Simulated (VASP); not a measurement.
# Ta (Im-3m) in VASP: settings compared

One crystal, Ta, is run at these levels: PBE+ULG+U, B3LYP+D2; tasks: relaxation of cell and atoms, single point.

Everything below comes from runs of VASP 6.6.1. Logs are shortened: lines on timing, memory, paths and dates and some standing lists are left out, and cuts for length are marked.

**1. The structure**

Symmetry: Im-3m, No. 229, cubic system. The conventional cell has a = 3.303 Å, b = 3.303 Å, c = 3.303 Å, α = 90.00°, β = 90.00°, γ = 90.00°. Around Ta (site symmetry m-3m) lie 8 Ta at 2.86 Å.

**2. Relaxation of cell and atoms, PBE+ULG+U, spin-orbit coupling, no magnetisation**

The input, INCAR:

```
SYSTEM = Ta
ALGO = Fast ; EDIFF = 1E-6
EDIFFG = -0.005 ; ENCUT = 580
GGA = PE ; GGA_COMPAT = .FALSE.
IBRION = 2 ; ISIF = 3
ISMEAR = 1 ; IVDW = 3
LASPH = .TRUE. ; LCHARG = .FALSE.
LDAU = .TRUE. ; LDAUJ = 1
LDAUL = 2 ; LDAUPRINT = 1
LDAUTYPE = 2 ; LDAUU = 3
LMAXMIX = 4 ; LORBIT = 11
LREAL = .FALSE. ; LSORBIT = .TRUE.
LWAVE = .FALSE. ; MAGMOM = 0 0 0
NELM = 60 ; NSW = 40
PREC = Accurate ; SIGMA = 0.2
```

The input, KPOINTS:

```
k-points
0
G
  8 8 8
  0 0 0
```

The input, POSCAR:

```
Ta
2.8601
   -0.577350442292      0.577350442292      0.577350442292
    0.577350442292     -0.577350442292      0.577350442292
    0.577350442292      0.577350442292     -0.577350442292
Ta
1
Direct
    0.0000000000      0.0000000000      0.0000000000
```

Potentials or basis: VASP PAW PBE potentials, release 54 (Ta).

The run is started by

```console
cat potpaw_PBE.54/Ta/POTCAR > POTCAR
mpirun -np 1 vasp_ncl > vasp.out
```

OUTCAR:

```text
SYSTEM = Ta
   EDIFF = 1E-6
   EDIFFG = -0.005
   ENCUT = 580
   GGA = PE
   IBRION = 2
   ISIF = 3
   ISMEAR = 1
   IVDW = 3
   LASPH = .TRUE.
   LORBIT = 11
   LREAL = .FALSE.
   LSORBIT = .TRUE.
   NELM = 60
   NSW = 40
   PREC = Accurate
  IVDW =   3

 ion  position               nearest neighbor table
   1  0.000  0.000  0.000-

  LATTYP: Found a body centered cubic cell.
 ALAT       =     3.3025600000

  Lattice vectors:

 A1 = (  -1.6512800000,   1.6512800000,   1.6512800000)
 A2 = (   1.6512800000,  -1.6512800000,   1.6512800000)
 A3 = (   1.6512800000,   1.6512800000,  -1.6512800000)

Analysis of symmetry for initial positions (statically):
=====================================================================
 Subroutine PRICEL returns:
 Original cell was already a primitive cell.

 Routine SETGRP: Setting up the symmetry group for a
 body centered cubic supercell.

 Subroutine GETGRP returns: Found 48 space group operations
 (whereof 48 operations were pure point group operations)
 out of a pool of 48 trial point group operations.

The static configuration has the point symmetry O_h .

Analysis of symmetry for dynamics (positions and initial velocities):
=====================================================================
 Subroutine PRICEL returns:
 Original cell was already a primitive cell.

 Routine SETGRP: Setting up the symmetry group for a
 body centered cubic supercell.

 Subroutine GETGRP returns: Found 48 space group operations
 (whereof 48 operations were pure point group operations)
 out of a pool of 48 trial point group operations.

The dynamic configuration has the point symmetry O_h .

Analysis of structural, dynamic, and magnetic symmetry:
=====================================================================
 Subroutine PRICEL returns:
 Original cell was already a primitive cell.

 Routine SETGRP: Setting up the symmetry group for a
 body centered cubic supercell.

 Subroutine GETGRP returns: Found 48 space group operations
 (whereof 48 operations were pure point group operations)
 out of a pool of 48 trial point group operations.

The overall configuration has the point symmetry O_h .

 Subroutine INISYM returns: Found 48 space group operations
 (whereof 48 operations are pure point group operations),
 and found     1 'primitive' translations

----------------------------------------------------------------------------------------

                                     Primitive cell

  volume of cell :      18.0104

  direct lattice vectors                    reciprocal lattice vectors
    -1.651280000  1.651280000  1.651280000     0.000000000  0.302795407  0.302795407
     1.651280000 -1.651280000  1.651280000     0.302795407  0.000000000  0.302795407
     1.651280000  1.651280000 -1.651280000     0.302795407  0.302795407  0.000000000

  length of vectors
     2.860100858  2.860100858  2.860100858     0.428217371  0.428217371  0.428217371

  position of ions in fractional coordinates (direct lattice)
     0.000000000  0.000000000  0.000000000

  ion indices of the primitive-cell ions
   primitive index   ion index
                 1           1

----------------------------------------------------------------------------------------

 KPOINTS: k-points

Automatic generation of k-mesh.
 Grid dimensions read from file:
 generate k-points for:    8    8    8

 Generating k-lattice:

[... 106 lines left out ...]

 number of electron       5.0000000 magnetization       0.0000000      0.0000000      0.0000000

 number of electron       5.0000000 magnetization       0.0000000     -0.0000000      0.0000000

 number of electron       5.0000000 magnetization      -0.0000000      0.0000000     -0.0000000

 Free energy of the ion-electron system (eV)
  ---------------------------------------------------
  ext. energy  EPLUGINS =         0.00000000
  ---------------------------------------------------
  free energy    TOTEN  =        -9.81810402 eV

  energy without entropy =       -9.81791830  energy(sigma->0) =       -9.81804212

------------------------ aborting loop because EDIFF is reached ----------------------------------------

  ULGs method for vdW energy calculation

  Number of pair interactions contributing to vdW energy:   29122
[... 112 lines left out ...]
  FREE ENERGIE OF THE ION-ELECTRON SYSTEM (eV)
  ---------------------------------------------------
  free  energy   TOTEN  =        -9.8620164680 eV

  energy  without entropy=       -9.8588185102  energy(sigma->0) =       -9.86095048

atom =   1  type =  1  l = 2

 onsite density matrix

spin component  1

  0.3582  0.0000  0.0000 -0.0000  0.0000     -0.0000  0.0000  0.0000  0.0000  0.0292
  0.0000  0.3582  0.0000 -0.0000  0.0000     -0.0000 -0.0000 -0.0000  0.0201  0.0000
  0.0000  0.0000  0.2596  0.0000  0.0000     -0.0000  0.0000  0.0000 -0.0000 -0.0000
 -0.0000 -0.0000  0.0000  0.3582 -0.0000     -0.0000 -0.0201  0.0000 -0.0000  0.0000
  0.0000  0.0000  0.0000 -0.0000  0.2596     -0.0292 -0.0000  0.0000 -0.0000  0.0000
[... 19 lines left out ...]
  0.3582  0.0000  0.0000 -0.0000 -0.0000     -0.0000 -0.0000 -0.0000 -0.0000 -0.0292
  0.0000  0.3582  0.0000 -0.0000  0.0000      0.0000 -0.0000  0.0000 -0.0201 -0.0000
  0.0000  0.0000  0.2596  0.0000  0.0000      0.0000 -0.0000  0.0000  0.0000  0.0000
 -0.0000 -0.0000  0.0000  0.3582 -0.0000      0.0000  0.0201 -0.0000 -0.0000 -0.0000
 -0.0000  0.0000  0.0000 -0.0000  0.2596      0.0292  0.0000 -0.0000  0.0000  0.0000

 occupancies and eigenvectors

  o =  0.2497  v =  0.0610  0.0098 -0.8748 -0.0124 -0.0000 -0.0008 -0.0875 -0.0632  0.1720 -0.0004      0.0000  0.0125 -0.2899  0.0106 -0.2687  0.0001  0.1720  0.0520  0.0265 -0.0034
  o =  0.2497  v =  0.0031 -0.1746 -0.0805  0.0903 -0.0000 -0.0232 -0.0005  0.4725  0.0158  0.0233      0.0000 -0.0955  0.0053 -0.1514 -0.0137 -0.0053  0.0158 -0.8290 -0.0026 -0.1024
  o =  0.2497  v =  0.2100 -0.0001  0.2553  0.0028 -0.0000  0.0009 -0.0885  0.0119 -0.0502 -0.0045      0.0000 -0.0018  0.0841 -0.0010 -0.9251  0.0010 -0.0502 -0.0029 -0.1215  0.0038
  o =  0.2497  v = -0.0010  0.0312 -0.0056  0.1246  0.0000  0.0624 -0.0018  0.1043  0.0011 -0.9174      0.0000  0.0836 -0.0117 -0.0312  0.0043  0.2083  0.0011  0.0001  0.0028  0.2750
  o =  0.3180  v = -0.5774 -0.0000  0.0000 -0.0000  0.0000  0.0000 -0.5774 -0.0000 -0.0000 -0.0000      0.0000  0.0000  0.0000  0.0000  0.0000  0.0000 -0.0000 -0.0000 -0.5774 -0.0000
  o =  0.3180  v = -0.0000  0.5766  0.0000  0.0293  0.0000 -0.5766 -0.0000 -0.0000 -0.0000  0.0000      0.0000  0.0293 -0.0000 -0.5766 -0.0000 -0.0293 -0.0000 -0.0000 -0.0000 -0.0000
  o =  0.3882  v = -0.0724 -0.5898  0.1129 -0.1887 -0.0000 -0.0308  0.0839  0.0821  0.2872  0.0136      0.0000  0.2287 -0.0187 -0.5590 -0.0247  0.0400  0.2872  0.2259 -0.0115  0.0105
  o =  0.3882  v =  0.1772 -0.0045 -0.1726  0.0554  0.0000  0.4841 -0.0378 -0.0007 -0.4391  0.0365      0.0000  0.0517 -0.0200 -0.4887  0.0604  0.1071 -0.4391  0.0970 -0.1395 -0.1649
  o =  0.3882  v =  0.7615 -0.0261  0.0608 -0.0261  0.0000 -0.0779 -0.3879  0.0065  0.1545 -0.0065      0.0000  0.0071  0.0028  0.0518  0.2593 -0.0190  0.1545 -0.0050 -0.3736  0.0265
  o =  0.3882  v =  0.0477 -0.4620 -0.1573 -0.0761  0.0000 -0.6023 -0.0255  0.0232 -0.4001 -0.0117      0.0000  0.0417  0.0007  0.1403  0.0162 -0.0344 -0.4001  0.0632 -0.0221  0.2051

--------------------------------------- Ionic step        4  -------------------------------------------

 number of electron       5.0000000 magnetization       0.0000000     -0.0000000      0.0000000

 Free energy of the ion-electron system (eV)
  ---------------------------------------------------
  ext. energy  EPLUGINS =         0.00000000
  ---------------------------------------------------
  free energy    TOTEN  =        -9.83237607 eV

  energy without entropy =       -9.82924295  energy(sigma->0) =       -9.83133169

 E-fermi :   5.6832     XC(G=0): -12.2275

 val. band max:        5.6493721425   @ k =   0.5000   0.5000   0.1250
 cond. band min:       5.7014462809   @ k =   0.3750   0.1250   0.1250
 fundamental gap:      0.0520741384
 Fermi energy:         5.6831995678

 k-point     1 :       0.0000    0.0000    0.0000
  band No.  band energies     occupation
      1      -2.3009      1.00000
      2      -2.3009      1.00000
      3       6.2666     -0.00015
      4       6.2666     -0.00015
      5       6.2666     -0.00015
      6       6.2666     -0.00015
      7       6.8247     -0.00000
      8       6.8247     -0.00000
      9       9.8171      0.00000
     10       9.8171      0.00000
     11       9.8171      0.00000
     12       9.8171      0.00000
[... 331 lines left out ...]
 k-point    24 :      -0.3750    0.3750    0.2500
  band No.  band energies     occupation
      1       2.8844      1.00000
      2       2.8844      1.00000
      3       3.9490      1.00000
      4       3.9490      1.00000
      5       6.7879     -0.00000
      6       6.7879     -0.00000
      7       7.6799     -0.00000
      8       7.6799     -0.00000
      9      10.7277      0.00000
     10      10.7277      0.00000
     11      11.1736      0.00000
     12      11.1736      0.00000

 [... further k-points ...]

------------------------ aborting loop because EDIFF is reached ----------------------------------------

  ULGs method for vdW energy calculation

  Number of pair interactions contributing to vdW energy:   27940
[... 26 lines left out ...]
  FREE ENERGIE OF THE ION-ELECTRON SYSTEM (eV)
  ---------------------------------------------------
  free  energy   TOTEN  =        -9.8620257640 eV

  energy  without entropy=       -9.8588926453  energy(sigma->0) =       -9.86098139

 reached required accuracy - stopping structural energy minimisation

 Spin-Orbit-Coupling matrix elements

 Ion:    1  E_soc:     -0.3046492
 l=   1
     0.0000000    -0.0252717    -0.0252717
    -0.0252717     0.0000000    -0.0252717
    -0.0252717    -0.0252717     0.0000000
 l=   2
     0.0000000    -0.0064660     0.0000000    -0.0064660    -0.0190371
    -0.0064660     0.0000000    -0.0142778    -0.0064660    -0.0047593
     0.0000000    -0.0142778     0.0000000    -0.0142778     0.0000000
    -0.0064660    -0.0064660    -0.0142778     0.0000000    -0.0047593
    -0.0190371    -0.0047593     0.0000000    -0.0047593     0.0000000
 l=   3
     0.0000000     0.0000000     0.0000000     0.0000000     0.0000000     0.0000000     0.0000000
     0.0000000     0.0000000     0.0000000     0.0000000     0.0000000     0.0000000     0.0000000
     0.0000000     0.0000000     0.0000000     0.0000000     0.0000000     0.0000000     0.0000000
     0.0000000     0.0000000     0.0000000     0.0000000     0.0000000     0.0000000     0.0000000
     0.0000000     0.0000000     0.0000000     0.0000000     0.0000000     0.0000000     0.0000000
     0.0000000     0.0000000     0.0000000     0.0000000     0.0000000     0.0000000     0.0000000
     0.0000000     0.0000000     0.0000000     0.0000000     0.0000000     0.0000000     0.0000000

 total charge

# of ion       s       p       d       tot
------------------------------------------
    1        0.706   0.695   3.136   4.537

 magnetization (x)

# of ion       s       p       d       tot
------------------------------------------
    1        0.000   0.000   0.000   0.000

 magnetization (y)

# of ion       s       p       d       tot
------------------------------------------
    1        0.000   0.000   0.000   0.000

 magnetization (z)

# of ion       s       p       d       tot
------------------------------------------
    1       -0.000  -0.000   0.000  -0.000
```

It took 73 s on 1 thread of Intel Xeon Platinum 8488C (Sapphire Rapids), shared host; peak memory 0.2 GiB.

Results:

```
Free energy                                           : -9.8620 eV
Relaxed volume                                        : 18.67 Å³/atom
Relaxed cell                                          : a = 2.894 Å, b = 2.894 Å, c = 2.894 Å, α = 109.47°, β = 109.47°, γ = 109.47°
Space group after relaxing (to 0.05 Å)                : Im-3m (No. 229)
Energy gained by relaxing                             : 12.9 meV/atom
Ionic steps                                           : 4
Pressure after relaxing                               : 0.0 GPa
Valence electrons inside the program's atomic spheres : Ta 4.54
Dispersion energy per atom                            : -0.030 eV
```

Step by step:
```tsv
step	energy change (eV)	largest force (eV/Å)	pressure (GPa)	volume (Å³)
1	0.0000	0.0000	6.60	18.01
2	0.0330	0.0000	-10.29	20.02
3	-0.0129	0.0000	-0.15	18.68
4	-0.0129	0.0000	-0.04	18.67
```

Final structure:
```
Ta
1.0
    -1.67107    1.67107    1.67107
     1.67107   -1.67107    1.67107
     1.67107    1.67107   -1.67107
Ta
1
Direct
  0.00000 0.00000 0.00000
```

Caveat: the U is typed as a test and isn't derived for this compound.

**3. Single point, B3LYP+D2**

The input, run.py:

```python
from ase import Atoms
from ase.calculators.vasp import Vasp
from ase.dft.bandgap import bandgap

atoms = Atoms(
    ['Ta'],
    cell=[[-1.65128, 1.65128, 1.65128], [1.65128, -1.65128, 1.65128], [1.65128, 1.65128, -1.65128]],
    scaled_positions=[[0.0, 0.0, 0.0]],
    pbc=True,
)
calc = Vasp(
    directory='calc',
    xc='b3lyp',
    pp='PBE',
    setups='recommended',
    prec='Accurate',
    encut=520,
    ediff=1e-06,
    ismear=1,
    sigma=0.1,
    lreal=False,
    lasph=True,
    nelm=60,
    algo='Normal',
    isif=2,
    lwave=False,
    lcharg=False,
    precfock='Fast',
    hfrcut=-1,
    ivdw=1,
    kpts=[6, 6, 6],
    gamma=True,
)
atoms.calc = calc

print('energy (eV):', atoms.get_potential_energy())
print('free energy (eV):', atoms.get_potential_energy(force_consistent=True))
print('forces (eV/A):')
print(atoms.get_forces())
print('stress (eV/A^3, Voigt):', atoms.get_stress())
print('Fermi level (eV):', calc.get_fermi_level())
gap, top, bottom = bandgap(calc)
print('band gap (eV):', gap, 'from (spin, k, band)', top, 'to', bottom)
```

Potentials or basis: VASP PAW PBE potentials, release 64 (Ta_pv).

The run is started by

```console
python run.py
```

Output:

```text
energy (eV): -14.50355197
free energy (eV): -14.50387701
forces (eV/A):
[[-0. -0.  0.]]
stress (eV/A^3, Voigt): [-0.00288955 -0.00288955 -0.00288955  0.          0.          0.        ]
Fermi level (eV): 5.41508626
band gap (eV): 0.0 from (spin, k, band) (None, None, None) to (None, None, None)
```

OUTCAR:

```text
AEXX = 0.200000
   ENCUT = 520.000000
   EDIFF = 1.00e-06
   GGA = B3
   PREC = Accurate
   PRECFOCK = Fast
   ISIF = 2
   ISMEAR = 1
   NELM = 60
   IVDW = 1
   LASPH = .TRUE.
   LHFCALC = .TRUE.
   LREAL = .FALSE.
  IVDW =   1

 ion  position               nearest neighbor table
   1  0.000  0.000  0.000-

  LATTYP: Found a body centered cubic cell.
 ALAT       =     3.3025600000

  Lattice vectors:

 A1 = (  -1.6512800000,   1.6512800000,   1.6512800000)
 A2 = (   1.6512800000,  -1.6512800000,   1.6512800000)
 A3 = (   1.6512800000,   1.6512800000,  -1.6512800000)

Analysis of symmetry for initial positions (statically):
=====================================================================
 Subroutine PRICEL returns:
 Original cell was already a primitive cell.

 Routine SETGRP: Setting up the symmetry group for a
 body centered cubic supercell.

 Subroutine GETGRP returns: Found 48 space group operations
 (whereof 48 operations were pure point group operations)
 out of a pool of 48 trial point group operations.

The static configuration has the point symmetry O_h .
[... 164 lines left out ...]
 fundamental gap:      0.3732518170
 Fermi energy:         5.4150862600

 k-point     1 :       0.0000    0.0000    0.0000
  band No.  band energies     occupation
      1     -29.6164      2.00000
      2     -29.6164      2.00000
      3     -29.6164      2.00000
      4      -3.3210      2.00000
      5       7.0072     -0.00000
      6       7.0072     -0.00000
      7       7.0072     -0.00000
      8      10.5245      0.00000
      9      10.5245      0.00000
[... 169 lines left out ...]
 k-point    16 :       0.5000    0.5000    0.5000
  band No.  band energies     occupation
      1     -30.5131      2.00000
      2     -30.5131      2.00000
      3     -30.5131      2.00000
      4       1.0515      2.00000
      5       1.0515      2.00000
      6      13.3525      0.00000
      7      13.3525      0.00000
      8      13.3525      0.00000
      9      15.4193      0.00000

------------------------ aborting loop because EDIFF is reached ----------------------------------------

  DFT-D2 method for vdW energy calculation

  Number of pair interactions contributing to vdW energy:   29122

  Edisp (eV):   -1.93932

  FORCE on cell =-STRESS in cart. coord.  units (eV):
  Direction    XX          YY          ZZ          XY          YZ          ZX
  --------------------------------------------------------------------------------------
  -------------------------------------------------------------------------------------
  Total       0.05204     0.05204     0.05204     0.00000     0.00000    -0.00000
  in kB       4.62957     4.62957     4.62957     0.00000     0.00000    -0.00000
  external pressure =        4.63 kB  Pullay stress =        0.00 kB

 VOLUME and BASIS-vectors are now :
 -----------------------------------------------------------------------------
  energy-cutoff  :      520.00
  volume of cell :       18.01
      direct lattice vectors                 reciprocal lattice vectors
    -1.651280000  1.651280000  1.651280000     0.000000000  0.302795407  0.302795407
     1.651280000 -1.651280000  1.651280000     0.302795407  0.000000000  0.302795407
     1.651280000  1.651280000 -1.651280000     0.302795407  0.302795407  0.000000000

 POSITION                                       TOTAL-FORCE (eV/Angst)
 -----------------------------------------------------------------------------------
      0.00000      0.00000      0.00000        -0.000000     -0.000000      0.000000
 -----------------------------------------------------------------------------------
    total drift:                                0.000000      0.000000     -0.000000

  FREE ENERGIE OF THE ION-ELECTRON SYSTEM (eV)
  ---------------------------------------------------
  free  energy   TOTEN  =       -14.5038770057 eV

  energy  without entropy=      -14.5029018953  energy(sigma->0) =      -14.50355197
```

INCAR:

```text
AEXX = 0.200000
AGGAC = 0.810000
AGGAX = 0.720000
ALDAC = 0.190000
ENCUT = 520.000000
SIGMA = 0.100000
HFRCUT = -1.000000
EDIFF = 1.00e-06
ALGO = Normal
GGA = B3
PREC = Accurate
PRECFOCK = Fast
ISIF = 2
ISMEAR = 1
NELM = 60
IVDW = 1
LASPH = .TRUE.
LCHARG = .FALSE.
LHFCALC = .TRUE.
LWAVE = .FALSE.
LREAL = .FALSE.
```

Wall time 6 min (1 thread of Intel Xeon Platinum 8488C (Sapphire Rapids), shared host); peak memory 0.15 GiB.

What came out:

```yaml
Free_energy: -14.5039 eV
Pressure: 0.5 GPa
Band_gap_on_the_k_mesh: none (metal or under the smearing width)
Dispersion_energy_per_atom: -1.939 eV
```

Levels at points of the mesh, in eV from the Fermi level:
| k point | band 1 | band 2 | band 3 | band 4 | band 5 | band 6 | band 7 | band 8 | band 9 |
| --- | --- | --- | --- | --- | --- | --- | --- | --- | --- |
| (0.00, 0.00, 0.00) | -35.03 | -35.03 | -35.03 | -8.74 | 1.59 | 1.59 | 1.59 | 5.11 | 5.11 |
| (0.50, 0.00, 0.00) | -36.36 | -35.46 | -35.04 | -4.93 | -1.91 | 2.06 | 4.96 | 5.95 | 8.89 |
| (0.50, 0.50, 0.50) | -35.93 | -35.93 | -35.93 | -4.36 | -4.36 | 7.94 | 7.94 | 7.94 | 10.00 |

Caveat: the k mesh is coarse (spacing up to 0.45 Å⁻¹), so the values aren't converged, least of all with exact exchange; atom-pairwise D2, TS and ULG terms overbind metals; the PAW data sets were made with another functional, which shifts forces and pressure a little; pairwise dispersion overbinds metals, which lowers pressure and volume.
